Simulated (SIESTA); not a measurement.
Crystal: CdS (Hawleyite).

```xyz
8
Lattice="5.8330 0.0000 0.0000 0.0000 5.8330 0.0000 0.0000 0.0000 5.8330" Properties=species:S:1:pos:R:3 pbc="T T T"
Cd    0.0000    0.0000    0.0000
Cd    0.0000    2.9165    2.9165
Cd    2.9165    0.0000    2.9165
Cd    2.9165    2.9165    0.0000
S     1.4583    1.4583    1.4583
S     1.4583    4.3748    4.3748
S     4.3748    4.3748    1.4583
S     4.3748    1.4583    4.3748
```

Base run:

```yaml
Program: SIESTA 5.4.2
Functional: WC
Potentials_or_basis: PseudoDojo 0.4 standard (PBEsol files)
Basis: DZP (energy shift 0.003 Ry; two zetas on semicore shells)
Grid_cutoff: 800 Ry
Energy_shift: 0.003 Ry
k_mesh: 5 × 5 × 5
Occupations: fermi-dirac, width 0.05 eV
Spin: no spin polarisation
```

Its results: band gap on the k mesh 1.21 eV; pressure 0.1 GPa.

Task: After a change of settings the same cell gave: band gap on the k mesh 1.34 eV; pressure 0.6 GPa. Which change was it?
A. functional from WC to PW91; potentials or basis from PseudoDojo 0.4 standard (PBEsol files) to PseudoDojo 0.4 standard (PBE files)
B. functional from WC to BLYP; potentials or basis from PseudoDojo 0.4 standard (PBEsol files) to PseudoDojo 0.4 standard (PBE files)
C. functional from WC to LDA; potentials or basis from PseudoDojo 0.4 standard (PBEsol files) to PseudoDojo 0.4 standard (LDA files)
D. functional from WC to AM05

Result: D.

Caveats: the potentials were made for another functional, which shifts forces and pressure; an odd mesh through Γ misses points on the zone boundary, where band edges often lie; the basis of atomic orbitals isn't converged, which shifts pressures, moduli and gaps.
